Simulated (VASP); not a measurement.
# GaP in VASP: one cell, several levels of theory

An exercise on one series of results from a longer session: the logs are not shown, and one member is left open.

Program: VASP 6.6.1. PAW datasets, plane waves. The cell comes from a prototype generator: it can be a known phase or a hypothetical one. Spin polarisation is off.

### The structure to begin with

The cell comes from an earlier relaxation with r2SCAN in another program.

Space group Pm-3m (No. 221), cubic; a = 3.186 Å in the conventional setting, 16.18 Å³ an atom. Around Ga lie 8 P at 2.76 Å; around P lie 8 Ga at 2.76 Å.

Coordinates:

Space group Pm-3m (No. 221). a = 3.186 Å, b = 3.186 Å, c = 3.186 Å, α = 90.00°, β = 90.00°, γ = 90.00°
```tsv
atom	site	symmetry	x	y	z
Ga	1a	m-3m	0.0000	0.0000	0.0000
P	1b	m-3m	0.5000	0.5000	0.5000
```

The first run:

File INCAR:

```
ENCUT = 520.000000
SIGMA = 0.020000
EDIFF = 1.00e-07
GGA = PE
PREC = Accurate
IBRION = -1
ISIF = 2
ISMEAR = -1
NBANDS = 16
NELM = 120
NSW = 0
LASPH = .TRUE.
LCHARG = .FALSE.
LWAVE = .FALSE.
LREAL = .FALSE.
```

File KPOINTS:

```
KPOINTS created by Atomic Simulation Environment
0
Gamma
8 8 8
0 0 0
```

File KPOINTS_OPT:

```
special points
6
Reciprocal
0.0000000000 0.0000000000 0.0000000000 1
0.0000000000 0.5000000000 0.0000000000 1
0.5000000000 0.5000000000 0.0000000000 1
0.5000000000 0.5000000000 0.5000000000 1
0.0000000000 0.1250000000 -0.5000000000 1
0.5000000000 0.5000000000 0.4000000000 1
```

File POSCAR:

```
Ga P
 1.0000000000000000
     3.1864348745051778    0.0000000000000000    0.0000000000000000
    -0.0000000000000000    3.1864348745051778    0.0000000000000000
     0.0000000000000000    0.0000000000000000    3.1864348745051778
 Ga  P
   1   1
Cartesian
  0.0000000000000000  0.0000000000000000  0.0000000000000000
  1.5932174372525889  1.5932174372525889  1.5932174372525889
```

Potentials: the recommended PBE PAW datasets, 18 valence electrons in the neutral cell.

The run is started by

```sh
> mpirun -np 1 vasp_std
```

Among the steps run: Single point with PBE; r2SCAN; LDA at this geometry; Single point with PBEsol; PBE+SOC at this geometry.

One of the session's tables, all rows but one given; the rest of the session is left out.

| level | gap (eV) | Ansatz: gap (eV) |
| --- | --- | --- |
| PBE | -3.84 | -3.84 |
| r2SCAN | -3.85 | -3.86 |
| LDA | -3.82 | -3.81 |
| PBEsol | ? | ? |
| PBE+SOC | -3.84 | -3.84 |

Estimate the missing values for PBEsol.

The run gave: gap (eV): -3.86; Ansatz: gap (eV): -3.86. In the column «gap (eV)» it is the lowest.

A negative gap is an overlap of bands.

No gap over 0.02 eV opens at any of these levels. Datasets and cutoffs are each program's own. LDA means the Perdew–Zunger form in VASP and the Perdew–Wang form in Ansatz.
